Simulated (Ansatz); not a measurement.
# Platinum, fcc under LDA: how the plane-wave cutoff moves the result, part 2 of 2

How high must the plane-wave cutoff be for energy and pressure to settle? The geometry was relaxed under LDA beforehand and stays fixed; 9 values are run, from 150 to 800 eV. Wanted are the values from which on the energy stays within 10 and 1 meV/atom, and the pressure within 0.5 GPa, of the last run. Within the series other settings stay, but some runs also write fields, which adds to their time. Spin polarisation is left out.

Ansatz 0.2.0; DFT LDA, plane waves with PAW, scalar-relativistic. The steps go on from the part before.

### 7 Run at 350 eV

The run at 350 eV.

input.yaml

```yaml
crystal:
  lattice:
    - [0.0, 1.9474302061, 1.9474302061]
    - [1.9474302061, 0.0, 1.9474302061]
    - [1.9474302061, 1.9474302061, 0.0]
  atoms:
    - { symbol: Pt, position: [0.0, 0.0, 0.0] }
hamiltonian:
  xc: lda
  pseudopotentials:
    kind: paw
    azcp:
      Pt: "pseudopotentials/Pt.paw.azcp"
basis:
  ecutwfc: 350
  fft_grid_basis: typed
kpoints:
  mp_grid: { grid: [14, 14, 14], shift: [0, 0, 0] }
magnetization:
  spin_polarized: false
scf:
  occupations: { method: fermi_dirac, width: 0.1 }
  lower_state_search: "off"
output:
  stress: true
```

On the command line:

```sh
> ansatz run input.yaml --threads 2 --pin off --max-ram 5120MiB --backend cpu --events-out ev --progress --plain --runs-dir out
```

What it wrote (excerpt; [...] marks lines left out):

```text
Warning: basis.ecutwfc = 350 eV is below the records' recommended 420 eV, and the density's cutoff is lower with it unless basis.ecutrho_ratio is high enough to keep the records' density cutoff: compare with a run at a higher cutoff
Warning: <dir> the record states the generating functional pbe (its physics header spells it `PBE`), which answers neither for hamiltonian.xc's functional nor for the lda family's — results may be inconsistent (PPs are generated against a specific XC)
Warning: RAYON_NUM_THREADS=2 ignored (pool sized by the plan → 2); use --threads N
[...]
Pseudopotentials: kind: paw
Pseudopotential: Pt, paw, valence charge 18, recommended cutoff 420 eV (normal), <dir>
Functional definition: SPW92
[...]
Crystal: 1 atoms, lattice volume = 14.771 Å³
Basis set: ecut = 350 eV, 229 PW (Γ)
Bands: 13, of which v1, the nominal top of the filled ones, is band 9 counted from 1 (8 counted from 0)
Symmetry: 48 space group operations
Space group: Fm-3m (ITA 225), of the structure as read, at distance tolerance 2.5e-5 Å
k-points: 104 of 2744
[...]
SCF iter   1: F=—  HF=-12245.014864 eV  |F-HF|=—  |Δ(HF+E_count)|=         —  Δρ=6.17e-3  dr2=2.51e-3  ethr=1.77e-3  ⟨swp⟩=5.0  Hψ=7196  notcnv=0
[...]
SCF iter   6: F=-12245.013736 eV  HF=-12245.013736 eV  |F-HF|=1.46e-11  |Δ(HF+E_count)|=  3.64e-12  Δρ=6.54e-7  dr2=4.12e-11  ethr=1.06e-11  ⟨swp⟩=1.7  Hψ=4045  notcnv=0
[...]
SCF converged after 6 iterations
Free energy (F): -12245.013736 eV
[...]
E sigma→0 (E₀):  -12244.988547 eV
Entropy (-TS):   -0.050377 eV (-50.377 meV/atom)
Fermi energy:    23.694227 eV
[...]
--- Stress (GPa, compression-positive) ---
       -0.064108       0.000000      -0.000000
       -0.000000      -0.064108      -0.000000
       -0.000000       0.000000      -0.064108
  P = ⅓ Tr σ = -0.0641 GPa (-0.641 kbar)
```

It took 0.57 s on 2 threads of Arm Neoverse V2, shared host; peak memory 0.26 GiB.

### 8 Run at 420 eV

The run at 420 eV.

input.yaml: that of step 7 with these lines changed.

```diff
@@ -14,3 +14,3 @@
 basis:
-  ecutwfc: 350
+  ecutwfc: 420
   fft_grid_basis: typed
```

On the command line:

```sh
> ansatz run input.yaml --threads 2 --pin off --max-ram 5120MiB --backend cpu --events-out ev --progress --plain --runs-dir out
```

What it wrote (excerpt; [...] marks lines left out):

```text
Warning: <dir> the record states the generating functional pbe (its physics header spells it `PBE`), which answers neither for hamiltonian.xc's functional nor for the lda family's — results may be inconsistent (PPs are generated against a specific XC)
Warning: RAYON_NUM_THREADS=2 ignored (pool sized by the plan → 2); use --threads N
[...]
Pseudopotentials: kind: paw
Pseudopotential: Pt, paw, valence charge 18, recommended cutoff 420 eV (normal), <dir>
Functional definition: SPW92
[...]
Crystal: 1 atoms, lattice volume = 14.771 Å³
Basis set: ecut = 420 eV, 283 PW (Γ)
Bands: 13, of which v1, the nominal top of the filled ones, is band 9 counted from 1 (8 counted from 0)
Symmetry: 48 space group operations
Space group: Fm-3m (ITA 225), of the structure as read, at distance tolerance 2.5e-5 Å
k-points: 104 of 2744
[...]
SCF iter   1: F=—  HF=-12245.022818 eV  |F-HF|=—  |Δ(HF+E_count)|=         —  Δρ=6.52e-3  dr2=2.46e-3  ethr=1.77e-3  ⟨swp⟩=5.0  Hψ=7554  notcnv=0
[...]
SCF iter   6: F=-12245.021850 eV  HF=-12245.021850 eV  |F-HF|=1.31e-10  |Δ(HF+E_count)|=  2.24e-10  Δρ=1.09e-6  dr2=1.62e-10  ethr=4.26e-12  ⟨swp⟩=1.0  Hψ=4075  notcnv=0
[...]
SCF converged after 6 iterations
Free energy (F): -12245.021850 eV
[...]
E sigma→0 (E₀):  -12244.996671 eV
Entropy (-TS):   -0.050358 eV (-50.358 meV/atom)
Fermi energy:    23.695483 eV
[...]
--- Stress (GPa, compression-positive) ---
        0.031344       0.000000      -0.000000
        0.000000       0.031344       0.000000
        0.000000      -0.000000       0.031344
  P = ⅓ Tr σ = 0.0313 GPa (0.313 kbar)
```

It took 0.62 s on 2 threads of Arm Neoverse V2, shared host; peak memory 0.26 GiB.

### 9 Run at 500 eV

The run at 500 eV.

input.yaml: that of step 8 with these lines changed.

```diff
@@ -14,3 +14,3 @@
 basis:
-  ecutwfc: 420
+  ecutwfc: 500
   fft_grid_basis: typed
```

On the command line:

```sh
> ansatz run input.yaml --threads 2 --pin off --max-ram 5120MiB --backend cpu --events-out ev --progress --plain --runs-dir out
```

What it wrote (excerpt; [...] marks lines left out):

```text
Warning: <dir> the record states the generating functional pbe (its physics header spells it `PBE`), which answers neither for hamiltonian.xc's functional nor for the lda family's — results may be inconsistent (PPs are generated against a specific XC)
Warning: RAYON_NUM_THREADS=2 ignored (pool sized by the plan → 2); use --threads N
[...]
Pseudopotentials: kind: paw
Pseudopotential: Pt, paw, valence charge 18, recommended cutoff 420 eV (normal), <dir>
Functional definition: SPW92
[...]
Crystal: 1 atoms, lattice volume = 14.771 Å³
Basis set: ecut = 500 eV, 339 PW (Γ)
Bands: 13, of which v1, the nominal top of the filled ones, is band 9 counted from 1 (8 counted from 0)
Symmetry: 48 space group operations
Space group: Fm-3m (ITA 225), of the structure as read, at distance tolerance 2.5e-5 Å
k-points: 104 of 2744
[...]
SCF iter   1: F=—  HF=-12245.023923 eV  |F-HF|=—  |Δ(HF+E_count)|=         —  Δρ=6.34e-3  dr2=2.44e-3  ethr=1.77e-3  ⟨swp⟩=5.0  Hψ=7665  notcnv=0
[...]
SCF iter   6: F=-12245.022892 eV  HF=-12245.022892 eV  |F-HF|=7.64e-11  |Δ(HF+E_count)|=  3.22e-10  Δρ=8.63e-7  dr2=1.06e-10  ethr=6.93e-12  ⟨swp⟩=1.7  Hψ=4133  notcnv=0
[...]
SCF converged after 6 iterations
Free energy (F): -12245.022892 eV
[...]
E sigma→0 (E₀):  -12244.997713 eV
Entropy (-TS):   -0.050357 eV (-50.357 meV/atom)
Fermi energy:    23.695232 eV
[...]
--- Stress (GPa, compression-positive) ---
        0.021499      -0.000000       0.000000
        0.000000       0.021499       0.000000
       -0.000000      -0.000000       0.021499
  P = ⅓ Tr σ = 0.0215 GPa (0.215 kbar)
```

Wall time 0.79 s (2 threads of Arm Neoverse V2, shared host); peak memory 0.27 GiB.

### 10 Run at 600 eV

The run at 600 eV.

input.yaml: that of step 9 with these lines changed.

```diff
@@ -14,3 +14,3 @@
 basis:
-  ecutwfc: 500
+  ecutwfc: 600
   fft_grid_basis: typed
```

On the command line:

```sh
> ansatz run input.yaml --threads 2 --pin off --max-ram 5120MiB --backend cpu --events-out ev --progress --plain --runs-dir out
```

What it wrote (excerpt; [...] marks lines left out):

```text
Warning: <dir> the record states the generating functional pbe (its physics header spells it `PBE`), which answers neither for hamiltonian.xc's functional nor for the lda family's — results may be inconsistent (PPs are generated against a specific XC)
Warning: RAYON_NUM_THREADS=2 ignored (pool sized by the plan → 2); use --threads N
[...]
Pseudopotentials: kind: paw
Pseudopotential: Pt, paw, valence charge 18, recommended cutoff 420 eV (normal), <dir>
Functional definition: SPW92
[...]
Crystal: 1 atoms, lattice volume = 14.771 Å³
Basis set: ecut = 600 eV, 531 PW (Γ)
Bands: 13, of which v1, the nominal top of the filled ones, is band 9 counted from 1 (8 counted from 0)
Symmetry: 48 space group operations
Space group: Fm-3m (ITA 225), of the structure as read, at distance tolerance 2.5e-5 Å
k-points: 104 of 2744
[...]
SCF iter   1: F=—  HF=-12245.024102 eV  |F-HF|=—  |Δ(HF+E_count)|=         —  Δρ=6.39e-3  dr2=2.43e-3  ethr=1.77e-3  ⟨swp⟩=5.0  Hψ=7678  notcnv=0
[...]
SCF iter   6: F=-12245.023129 eV  HF=-12245.023129 eV  |F-HF|=6.55e-11  |Δ(HF+E_count)|=  3.64e-10  Δρ=8.64e-7  dr2=1.00e-10  ethr=7.66e-12  ⟨swp⟩=1.9  Hψ=4093  notcnv=0
[...]
SCF converged after 6 iterations
Free energy (F): -12245.023129 eV
[...]
E sigma→0 (E₀):  -12244.997952 eV
Entropy (-TS):   -0.050355 eV (-50.355 meV/atom)
Fermi energy:    23.695206 eV
[...]
--- Stress (GPa, compression-positive) ---
        0.021941       0.000000       0.000000
       -0.000000       0.021941      -0.000000
       -0.000000      -0.000000       0.021941
  P = ⅓ Tr σ = 0.0219 GPa (0.219 kbar)
```

It took 0.9 s on 2 threads of Arm Neoverse V2, shared host; peak memory 0.28 GiB.

### 11 Run at 800 eV

The run at 800 eV.

input.yaml: that of step 10 with these lines changed.

```diff
@@ -14,3 +14,3 @@
 basis:
-  ecutwfc: 600
+  ecutwfc: 800
   fft_grid_basis: typed
@@ -25 +25,5 @@
   stress: true
+  write_density: true
+  write_potential: true
+  elf: true
+  volumetric_format: npy
```

On the command line:

```sh
> ansatz run input.yaml --threads 2 --pin off --max-ram 5120MiB --backend cpu --events-out ev --progress --plain --runs-dir out
```

What it wrote (excerpt; [...] marks lines left out):

```text
Warning: <dir> the record states the generating functional pbe (its physics header spells it `PBE`), which answers neither for hamiltonian.xc's functional nor for the lda family's — results may be inconsistent (PPs are generated against a specific XC)
Warning: RAYON_NUM_THREADS=2 ignored (pool sized by the plan → 2); use --threads N
[...]
Pseudopotentials: kind: paw
Pseudopotential: Pt, paw, valence charge 18, recommended cutoff 420 eV (normal), <dir>
Functional definition: SPW92
[...]
Crystal: 1 atoms, lattice volume = 14.771 Å³
Basis set: ecut = 800 eV, 749 PW (Γ)
Bands: 13, of which v1, the nominal top of the filled ones, is band 9 counted from 1 (8 counted from 0)
Symmetry: 48 space group operations
Space group: Fm-3m (ITA 225), of the structure as read, at distance tolerance 2.5e-5 Å
k-points: 104 of 2744
[...]
SCF iter   1: F=—  HF=-12245.024191 eV  |F-HF|=—  |Δ(HF+E_count)|=         —  Δρ=6.46e-3  dr2=2.52e-3  ethr=1.77e-3  ⟨swp⟩=5.0  Hψ=7689  notcnv=0
[...]
SCF iter   6: F=-12245.023303 eV  HF=-12245.023303 eV  |F-HF|=3.64e-12  |Δ(HF+E_count)|=  3.78e-10  Δρ=4.25e-7  dr2=4.02e-12  ethr=4.81e-12  ⟨swp⟩=4.2  Hψ=6560  notcnv=0
[...]
SCF converged after 6 iterations
Free energy (F): -12245.023303 eV
[...]
E sigma→0 (E₀):  -12244.998127 eV
Entropy (-TS):   -0.050354 eV (-50.354 meV/atom)
Fermi energy:    23.695171 eV
[...]
--- Stress (GPa, compression-positive) ---
        0.022321      -0.000000      -0.000000
        0.000000       0.022321      -0.000000
       -0.000000       0.000000       0.022321
  P = ⅓ Tr σ = 0.0223 GPa (0.223 kbar)
--- Band table (eV; the first three rows and the last of 104) ---
  k-point 0: bands = ["-75.0211", "-28.8922", "-28.8922", "-28.8922", "13.1562", "19.7377", "19.7377", "19.7377", "22.0054", "22.0054", "38.2690", "43.2696", "43.2696"]
[...]
```

Wall time 1.6 s (2 threads of Arm Neoverse V2, shared host); peak memory 0.31 GiB.

### 12 Convergence table

Energies count from the run at 800 eV.

```csv
cutoff (eV),plane waves at Γ,E(σ → 0) (meV/atom),P (GPa),SCF cycles,CPU time
150,59,51382.31,-103.17,7,0.66 s
200,113,10930.26,-13.77,7,0.73 s
250,137,1517.45,4.78,6,0.73 s
300,169,147.84,-0.24,6,1.1 s
350,229,9.58,-0.06,6,0.94 s
420,283,1.46,0.03,6,1 s
500,339,0.41,0.02,6,1.4 s
600,531,0.17,0.02,6,1.6 s
800,749,0.00,0.02,6,2.9 s
```

### 13 Summary of results

This closing draws on all 2 parts.

```
                                                                      quantity                                value
                                   E(σ → 0) stays within 10 meV/atom of 800 eV                       from 350 eV on
                                              E(σ → 0) stays within 1 meV/atom                       from 500 eV on
                                                 pressure stays within 0.5 GPa                       from 300 eV on
                                                            pressure at 800 eV                             0.02 GPa
                                               CPU time, dearest over cheapest                                  4.4
run at the usual settings (mesh 23×23×23 against the series' 14×14×14, 420 eV)  +8.8 meV/atom from 800 eV, 0.13 GPa
```

What this shows: The far end, 150 eV, lies +51382 meV/atom and -103.2 GPa from the yardstick. Each step up in cutoff lowers the energy. 1 meV/atom is reached at 500 eV; energy differences often converge earlier, as errors cancel.
